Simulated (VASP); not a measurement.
Wanted: the native input for a VASP 6.6.1 run.

- Task: relaxation of cell and atoms
- Functional: PBEsol
- Potentials or basis: VASP PAW PBE potentials, release 64 (Y_sv, N)
- Cutoff: 600 eV
- k mesh: 4 × 4 × 4
- Occupations: gaussian, width 0.1 eV
- Spin: no spin polarisation
- Further INCAR settings: ALGO = Normal; EDIFF = 1e-07; IBRION = 2; EDIFFG = -0.005; NSW = 90; ISIF = 3

The structure of YN lies in POSCAR:

```
YN
1.0
    0.0000000000      2.4483614500      2.4483614500
    2.4483614500      0.0000000000      2.4483614500
    2.4483614500      2.4483614500      0.0000000000
Y N
1 1
Direct
    0.0000000000      0.0000000000      0.0000000000
    0.5000000000      0.5000000000      0.5000000000
```

The cell comes from a database or a generator and needn't be the stable form of this composition.

These files were run (other wordings do the same):

INCAR

```
  PREC = Accurate
  ENCUT = 600
  EDIFF = 1E-7
  ISMEAR = 0
  SIGMA = 0.1
  LREAL = False
  LASPH = True
  NELM = 60
  ALGO = Normal
  ISIF = 3
  LWAVE = False
  LCHARG = False
  GGA = PS
  IBRION = 2
  NSW = 90
  EDIFFG = -0.005
```

KPOINTS

```
regular mesh
0
Gamma
  4 4 4
```

Potentials or basis: VASP PAW PBE potentials, release 64 (Y_sv, N).

Command:

```bash
$ cat potpaw_PBE.64/Y_sv/POTCAR potpaw_PBE.64/N/POTCAR > POTCAR
$ mpirun -np 1 vasp_std > vasp.out
```

Results of the run:

The relaxed volume is 14.34 Å³/atom and the relaxed cell is a = 3.436 Å, b = 3.436 Å, c = 3.436 Å, α = 60.00°, β = 60.00°, γ = 60.00°. The space group after relaxing (to 0.05 Å) is Fm-3m (No. 225), the energy gained by relaxing is 4.1 meV/atom and the ionic steps are 3. The pressure after relaxing is 0.0 GPa. The band gap on the k mesh is 0.05 eV, indirect (least direct gap 0.43 eV).

Caveat: the k mesh is coarse (spacing up to 0.56 Å⁻¹), so the values aren't converged; the PAW data sets were made with another functional, which shifts forces and pressure a little.

Wall time 16 s on 1 thread of AMD EPYC 9R45 (Zen 5) (shared host), peak memory 0.15 GiB.
